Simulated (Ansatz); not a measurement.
## What strain does to RbBr (zincblende)

RbBr in the zincblende structure, relaxed with r2SCAN in Ansatz. The symmetry is F-43m (No. 216, cubic); conventional cell a = 7.739 Å, 57.94 Å³ an atom. Around Rb lie 4 Br at 3.35 Å; around Br lie 4 Rb at 3.35 Å.

The axes x, y and z are those of this cell:
```
CELL_PARAMETERS angstrom
0.00000 3.86950 3.86950
3.86950 0.00000 3.86950
3.86950 3.86950 0.00000
ATOMIC_POSITIONS crystal
Rb 0.00000 0.00000 0.00000
Br 0.25000 0.25000 0.25000
```

Unstrained: With PBE the valence top lies at X and the conduction bottom at Γ, 4.075 eV higher; the smallest vertical gap, at Γ, is 4.163 eV. With r2SCAN the valence top lies at X and the conduction bottom at Γ, 4.649 eV higher; the smallest vertical gap, at Γ, is 4.734 eV. With HSE06 the valence top lies at X and the conduction bottom at Γ, 5.172 eV higher; the smallest vertical gap, at Γ, is 5.261 eV. Meshes: PBE 6×6×6, r2SCAN 6×6×6, HSE06 4×4×4. Strains are changes of length per length. After each strain the atoms were relaxed again with r2SCAN within the symmetry that the strain leaves, so tilts or polar shifts that break it weren't tested; points keep the names that they have in the unstrained zone. The calculation is spin-unpolarised, and the structure need not be a phase that has been made.

Changes of the least gap in eV (an overlap counts as a negative gap):
```csv
strain,volume change (%),space group,PBE,r2SCAN,HSE06,"energy rise, r2SCAN (meV/atom)"
"epitaxial +1.13 % in the xy plane, free normal strain -2.26 %",0.0,I-4m2,-0.010,-0.010,-0.010,0.0
```

Epitaxial +1.13 % in the xy plane, free normal strain -2.26 %. HSE06: the gap goes from 5.172 to 5.162 eV (-0.010 eV). Stress change with r2SCAN, compression positive: xx 0.00, yy 0.00, zz 0.00 GPa.

The runs are scalar-relativistic, without spin-orbit coupling.

The meshes of the hybrids are coarse, so their gaps aren't converged to the digits shown.
